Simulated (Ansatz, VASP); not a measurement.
Zn in VASP and in Ansatz

```xyz
1
Lattice="0.0000 1.9958 1.9958 1.9958 0.0000 1.9958 1.9958 1.9958 0.0000" Properties=species:S:1:pos:R:3 pbc="T T T"
Zn    0.0000    0.0000    0.0000
```

Change from the starting cell: volume scaled by 1.05.

Alike in both runs: task single point; functional PBE; k mesh 15 × 15 × 15; occupations fermi-dirac, width 0.05 eV; no spin polarisation.

```csv
,VASP,Ansatz
version,VASP 6.6.1,Ansatz 0.2.0
potentials or method,"VASP PAW PBE potentials, release 64 (Zn), cutoff 520 eV","all-electron LAPW, scalar-relativistic"
```

|  | VASP | Ansatz | Ansatz less VASP |
| --- | --- | --- | --- |
| pressure (GPa) | -2.7 | -3.0 | -0.31 |

Ansatz ran all-electron here, so the differences hold the error of VASP's frozen core and of both bases.
